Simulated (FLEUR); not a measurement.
# PtSe2 (Sudovikovite) (P-3m1) in FLEUR: convergence with k mesh

Aim: find how far k mesh must go before the results for PtSe2 (Sudovikovite) settle, at PBE. This setting moves, with any that are tied to it; all else stays.

Everything below comes from runs of FLEUR MaX-R8.1 (later development tree). Logs are shortened: lines on timing, memory, paths and dates and some standing lists are left out, and cuts for length are marked.

## (1) Starting point

Symmetry: P-3m1, No. 164, trigonal system. Conventional cell: a = 3.724 Å, b = 3.724 Å, c = 5.062 Å, α = 90.00°, β = 90.00°, γ = 120.00°. Pt (site symmetry -3m) has 6 Se at 2.49 Å as nearest neighbours. Se (site symmetry 3m) is surrounded by 3 Pt at 2.49 Å.

## (2) With k mesh 2 × 2 × 1

inp.xml

```xml
<?xml version="1.0" encoding="UTF-8" standalone="no"?>
<fleurInput fleurInputVersion="0.39">
   <comment>
      PtSe2                                                                                               
   </comment>
   <calculationSetup>
      <cutoffs Kmax="5.21" Gmax="16.2" GmaxXC="16.2" numbands="0"/>
      <scfLoop itmax="60" minDistance="0.00001" maxIterBroyd="15" imix="Anderson" alpha="0.05" precondParam="0.0" spinf="2.0" sdNocoIR="T"/>
      <coreElectrons ctail="T" frcor="F" kcrel="0" coretail_lmax="0"/>
      <xcFunctional name="pbe" relativisticCorrections="F"/>
      <magnetism jspins="1"/>
      <soc l_soc="F" theta="0.0" phi="0.0" spav="F"/>
      <expertModes spex="0" secvar="F"/>
      <geometryOptimization l_f="T" forcealpha="1.0" forcemix="BFGS" epsdisp="0.0005" epsforce="0.0002"/>
      <ldaU l_linMix="F" mixParam="0.05" spinf="1.0"/>
   </calculationSetup>
   <cell>
      <bzIntegration valenceElectrons="50.0" mode="hist" fermiSmearingEnergy="0.00183747">
         <kPointListSelection listName="default-1"/>
         <!-- k-points included here -->
         <xi:include xmlns:xi="http://www.w3.org/2001/XInclude" href="kpts.xml"> </xi:include>
      </bzIntegration>
      <!-- symmetry operations included here -->
      <xi:include xmlns:xi="http://www.w3.org/2001/XInclude" href="sym.xml"> </xi:include>
      <bulkLattice scale="1.0">
         <bravaisMatrix>
            <row-1>    7.0373400880104002     0.0000000000000000     0.0000000000000000</row-1>
            <row-2>   -3.5186700440052001     6.0945152913003797     0.0000000000000000</row-2>
            <row-3>    0.0000000000000000     0.0000000000000000     9.5657936427252004</row-3>
         </bravaisMatrix>
      </bulkLattice>
   </cell>
   <atomSpecies>
[... 13 lines left out ...]
         <lo type="SCLO" l="1" n="5" eDeriv="1"/>
         <lo type="SCLO" l="2" n="5" eDeriv="2"/>
         <lo type="SCLO" l="3" n="5" eDeriv="2"/>
      </species>
      <species name="Selenium (Se)" element="Se" atomicNumber="34">
         <mtSphere radius="1.88" gridPoints="629" logIncrement="0.019"/>
         <atomicCutoffs lmax="8" lnonsphr="8"/>
         <electronConfig flipSpins="F">
            <coreConfig>(1s1/2) (2s1/2) (2p1/2) (2p3/2) (3s1/2) (3p1/2) (3p3/2)</coreConfig>
            <valenceConfig>(3d3/2) (3d5/2) (4s1/2) (4p1/2) (4p3/2)</valenceConfig>
            <stateOccupation state="(4p1/2)" spinUp="0.666667" spinDown="0.666667"/>
            <stateOccupation state="(4p3/2)" spinUp="1.333333" spinDown="1.333333"/>
         </electronConfig>
         <energyParameters s="4" p="4" d="4" f="4"/>
         <lo type="SCLO" l="2" n="3" eDeriv="0"/>
         <lo type="SCLO" l="0" n="4" eDeriv="2"/>
         <lo type="SCLO" l="1" n="4" eDeriv="2"/>
         <lo type="SCLO" l="3" n="4" eDeriv="2"/>
      </species>
   </atomSpecies>
   <atomGroups>
      <atomGroup species="Platinum (Pt)">
         <relPos label="                   1">.0000000000 .0000000000 .0000000000</relPos>
         <force calculate="T" relaxXYZ="TTT"/>
      </atomGroup>
      <atomGroup species="Selenium (Se)">
         <relPos label="                   2">-1.000/3.000 1.000/3.000 -1.000/4.000</relPos>
         <relPos label="                   3">1.000/3.000 -1.000/3.000 1.000/4.000</relPos>
         <force calculate="T" relaxXYZ="TTT"/>
      </atomGroup>
   </atomGroups>
   <output dos="F" band="F" slice="F">
      <checks vchk="F" cdinf="F"/>
      <bandDOS minEnergy="-.5*Htr" maxEnergy="0.5*Htr" sigma="0.015" storeEVData="T"/>
      <vacuumDOS vacdos="F" integ="F" star="F" nstars="0" locx1="0.0" locy1="0.0" locx2="0.0" locy2="0.0" nstm="0" tworkf="0.0"/>
      <unfoldingBand unfoldBand="F" supercellX="1" supercellY="1" supercellZ="1"/>
      <plotting iplot="0" polar="F">
         <plot TwoD="T" vec1="  1.0  0.0  0.0" vec2="  0.0  1.0  0.0" vec3="  0.0  0.0  1.0" zero="  0.0  0.0  0.0" file="plot"/>
      </plotting>
      <chargeDensitySlicing numkpt="0" minEigenval="0.0" maxEigenval="0.0" nnne="0" pallst="F"/>
      <specialOutput eonly="F"/>
      <moessbauerParams electricFieldGradient="T" isomerShift="T" coreHyperfine="T" valenceHyperfine="T"/>
      <magneticCircularDichroism mcd="F" energyLo="-10.0" energyUp="0.0"/>
   </output>
  <!-- We include the file relax.xml here to enable relaxations (see documentation) -->
  <xi:include xmlns:xi="http://www.w3.org/2001/XInclude" href="relax.xml"> <xi:fallback/> </xi:include>
</fleurInput>
```

crystal.txt

```
PtSe2
&input cartesian=F /
3.7240000000  0.0000000000  0.0000000000
-1.8620000000  3.2250786037  0.0000000000
0.0000000000  0.0000000000  5.0620000000
1.8897261246
1.0 1.0 1.0

3
78 0.0000000000  0.0000000000  0.0000000000
34 0.6666666667  0.3333333333  0.7500000000
34 0.3333333333  0.6666666667  0.2500000000

&kpt div1=2 div2=2 div3=1 gamma=T /
```

Potentials or basis: all-electron, FLAPW.

On the command line:

```bash
inpgen -f crystal.txt -profile fastHighL
# inp.xml edited to the form shown
fleur_MPI
```

What it wrote:

```text
Welcome to FLEUR        (www.flapw.de)
      MaX-Release 8.1          (www.max-centre.eu)

 ========== k-point set info ==========
 Selected k-point list: default-1
 k-point list type: mesh
 2 x 2 x 1
 Number of k points: 2

 ------------Calculation Setup---------------------------
 Number of MPI-tasks      :            1
 Number of PE/node        :            1
 Number of OMP-threads    :            1
 Most efficient MPI parallelization for:
           1           2
 Additional eigenvalue parallelization possible
 Number of basis functions:         1089
 Approximate size of matrices (H+S) per k-point:         0.018 GB
 --------------------------------------------------------
 Iteration:     1   Distance:      15.15432389 me/bohr^3
 Iteration:     2   Distance:      12.66209119 me/bohr^3
 Iteration:     3   Distance:       5.93302015 me/bohr^3
 Iteration:     4   Distance:       6.23531397 me/bohr^3
 Iteration:     5   Distance:       1.96044137 me/bohr^3
 Iteration:     6   Distance:       1.37634934 me/bohr^3
 Iteration:     7   Distance:       0.48447161 me/bohr^3
 Iteration:     8   Distance:       0.19547392 me/bohr^3
 Iteration:     9   Distance:       0.16321294 me/bohr^3
 Iteration:    10   Distance:       0.05259234 me/bohr^3
 Iteration:    11   Distance:       0.03172392 me/bohr^3
 Iteration:    12   Distance:       0.01084361 me/bohr^3
 Iteration:    13   Distance:       0.00252178 me/bohr^3
 Iteration:    14   Distance:       0.00426468 me/bohr^3
 Iteration:    15   Distance:       0.00038699 me/bohr^3
 Iteration:    16   Distance:       0.00029003 me/bohr^3
 Iteration:    17   Distance:       0.00014768 me/bohr^3
 Iteration:    18   Distance:       0.00005407 me/bohr^3
 Iteration:    19   Distance:       0.00001279 me/bohr^3
 Iteration:    20   Distance:       0.00000769 me/bohr^3
 Reset of history

 ********************************************************************
 Run finished successfully
 Stop message:
   Structural relaxation: new displacements generated
 ********************************************************************
```

Wall time 48 s (1 thread of Arm Neoverse V1, shared host); peak memory 0.1 GiB.

Results:

```yaml
Free_energy: -634222.9234 eV
Largest_force: 0.769 eV/Å
Valence_electrons_inside_the_program's_atomic_spheres: Pt 16.37; Se 12.78 (radii Pt 2.44, Se 1.88 bohr)
```

## (3) With k mesh 3 × 3 × 2

inp.xml is that of step 2.

crystal.txt: that of step 2 with these lines changed.

```diff
@@ -13,2 +13,2 @@
 
-&kpt div1=2 div2=2 div3=1 gamma=T /
+&kpt div1=3 div2=3 div3=2 gamma=T /
```

Potentials or basis: all-electron, FLAPW.

On the command line:

```bash
inpgen -f crystal.txt -profile fastHighL
# inp.xml edited to the form shown
fleur_MPI
```

Run time: 97 s. Hardware: 1 thread of Arm Neoverse V1, shared host; peak memory 0.11 GiB.

Results:

```
Free energy                                           : -634222.5371 eV
Largest force                                         : 0.482 eV/Å
Band gap on the k mesh                                : none (metal or under the smearing width)
Valence electrons inside the program's atomic spheres : Pt 16.40; Se 12.77 (radii Pt 2.44, Se 1.88 bohr)
```

## (4) With k mesh 4 × 4 × 3

inp.xml is that of step 3.

crystal.txt: that of step 3 with these lines changed.

```diff
@@ -13,2 +13,2 @@
 
-&kpt div1=3 div2=3 div3=2 gamma=T /
+&kpt div1=4 div2=4 div3=3 gamma=T /
```

On the command line:

```bash
inpgen -f crystal.txt -profile fastHighL
# inp.xml edited to the form shown
fleur_MPI
```

Wall time 2.3 min (1 thread of Arm Neoverse V1, shared host); peak memory 0.11 GiB.

What came out:

```yaml
Free_energy: -634222.5047 eV
Largest_force: 0.509 eV/Å
Band_gap_on_the_k_mesh: none (metal or under the smearing width)
Valence_electrons_inside_the_program's_atomic_spheres: Pt 16.40; Se 12.77 (radii Pt 2.44, Se 1.88 bohr)
```

## (5) With k mesh 6 × 6 × 4

inp.xml is that of step 4.

crystal.txt: that of step 4 with these lines changed.

```diff
@@ -13,2 +13,2 @@
 
-&kpt div1=4 div2=4 div3=3 gamma=T /
+&kpt div1=6 div2=6 div3=4 gamma=T /
```

On the command line:

```bash
inpgen -f crystal.txt -profile fastHighL
# inp.xml edited to the form shown
fleur_MPI
```

It took 5.5 min on 1 thread of Arm Neoverse V1, shared host; peak memory 0.11 GiB.

Results:

```yaml
Free_energy: -634222.4495 eV
Largest_force: 0.585 eV/Å
Band_gap_on_the_k_mesh: none (metal or under the smearing width)
Valence_electrons_inside_the_program's_atomic_spheres: Pt 16.40; Se 12.77 (radii Pt 2.44, Se 1.88 bohr)
```

## (6) With k mesh 7 × 7 × 4

inp.xml is that of step 5.

crystal.txt: that of step 5 with these lines changed.

```diff
@@ -13,2 +13,2 @@
 
-&kpt div1=6 div2=6 div3=4 gamma=T /
+&kpt div1=7 div2=7 div3=4 gamma=T /
```

Potentials or basis: all-electron, FLAPW.

On the command line:

```bash
inpgen -f crystal.txt -profile fastHighL
# inp.xml edited to the form shown
fleur_MPI
```

Run time: 6.3 min. Hardware: 1 thread of Arm Neoverse V1, shared host; peak memory 0.11 GiB.

Results:

```
Free energy                                           : -634222.4473 eV
Largest force                                         : 0.597 eV/Å
Band gap on the k mesh                                : none (metal or under the smearing width)
Valence electrons inside the program's atomic spheres : Pt 16.40; Se 12.77 (radii Pt 2.44, Se 1.88 bohr)
```

## (7) With k mesh 8 × 8 × 5

inp.xml is that of step 6.

crystal.txt: that of step 6 with these lines changed.

```diff
@@ -13,2 +13,2 @@
 
-&kpt div1=7 div2=7 div3=4 gamma=T /
+&kpt div1=8 div2=8 div3=5 gamma=T /
```

On the command line:

```bash
inpgen -f crystal.txt -profile fastHighL
# inp.xml edited to the form shown
fleur_MPI
```

Run time: 9.1 min. Hardware: 1 thread of Arm Neoverse V1, shared host; peak memory 0.12 GiB.

Results:

- Free energy: -634222.4487 eV
- Largest force: 0.600 eV/Å
- Band gap on the k mesh: none (metal or under the smearing width)
- Valence electrons inside the program's atomic spheres: Pt 16.40; Se 12.78 (radii Pt 2.44, Se 1.88 bohr)

## (8) With k mesh 10 × 10 × 6

inp.xml is that of step 7.

crystal.txt: that of step 7 with these lines changed.

```diff
@@ -13,2 +13,2 @@
 
-&kpt div1=8 div2=8 div3=5 gamma=T /
+&kpt div1=10 div2=10 div3=6 gamma=T /
```

On the command line:

```bash
inpgen -f crystal.txt -profile fastHighL
# inp.xml edited to the form shown
fleur_MPI
```

Run time: 15 min. Hardware: 1 thread of Arm Neoverse V1, shared host; peak memory 0.13 GiB.

Results:

```
Free energy                                           : -634222.4492 eV
Largest force                                         : 0.575 eV/Å
Band gap on the k mesh                                : none (metal or under the smearing width)
Valence electrons inside the program's atomic spheres : Pt 16.40; Se 12.77 (radii Pt 2.44, Se 1.88 bohr)
```

## (9) With k mesh 12 × 12 × 8

inp.xml is that of step 8.

crystal.txt: that of step 8 with these lines changed.

```diff
@@ -13,2 +13,2 @@
 
-&kpt div1=10 div2=10 div3=6 gamma=T /
+&kpt div1=12 div2=12 div3=8 gamma=T /
```

Potentials or basis: all-electron, FLAPW.

On the command line:

```bash
inpgen -f crystal.txt -profile fastHighL
# inp.xml edited to the form shown
fleur_MPI
```

Run time: 18 min. Hardware: 1 thread of Arm Neoverse V1, shared host.

The calculation hadn't finished when its time ran out.

## (10) The series at a glance

```tsv
k mesh	energy less the tightest run, at zero smearing (meV/atom)	largest force (eV/Å)	SCF cycles	CPU time (s)	peak memory (GiB)
2 × 2 × 1	-152.72	0.769	21	48	0.1
3 × 3 × 2	-28.09	0.482	20	97	0.11
4 × 4 × 3	-18.22	0.509	20	140	0.11
6 × 6 × 4	0.20	0.585	20	330	0.11
7 × 7 × 4	0.78	0.597	20	380	0.11
8 × 8 × 5	0.14	0.600	20	550	0.12
10 × 10 × 6	0.00	0.575	19	920	0.13
12 × 12 × 8	timed out after 1100 s	-	-	-	-
```

Against the tightest run, the energy stays within 1 meV/atom from 6 × 6 × 4 on. Not settled before the last step: the largest force (to 0.005 eV/Å). Meshes of other sizes hit other points, so gaps and Fermi surfaces needn't settle smoothly. The tightest run that finished is the yardstick and may itself not be fully converged.
